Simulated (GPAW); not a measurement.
C:

```
CELL_PARAMETERS angstrom
2.52210 0.00000 0.00000
-1.26105 2.18420 0.00000
0.00000 0.00000 8.23710
ATOMIC_POSITIONS crystal
C 0.66667 0.33333 0.84375
C 0.33333 0.66667 0.34375
C 0.33333 0.66667 0.15625
C 0.66667 0.33333 0.65625
C 0.00000 0.00000 0.90625
C 0.00000 0.00000 0.40625
C 0.00000 0.00000 0.09375
C 0.00000 0.00000 0.59375
```

This is a hexagonal form of diamond, not graphite.

Base run:

- Program: GPAW 26.7.0
- Functional: AM05
- Potentials or basis: PAW data sets generated in the run's folder for this functional
- Cutoff: 800 eV
- Basis: pw
- k mesh: 7 × 7 × 2
- Occupations: fermi-dirac, width 0.05 eV
- Spin: no spin polarisation

Its results: band gap on the k mesh 4.29 eV, indirect (least direct gap 5.11 eV); pressure -6.1 GPa; largest force 0.330 eV/Å.

The run is repeated on the same cell with these changes: functional from AM05 to LDA. What comes out?

Band gap on the k mesh 4.38 eV, indirect (least direct gap 5.14 eV); pressure -12.9 GPa; largest force 0.330 eV/Å.

LDA binds more tightly than AM05, so the same cell stands under less pressure.

Not every run made on this cell is shown here.
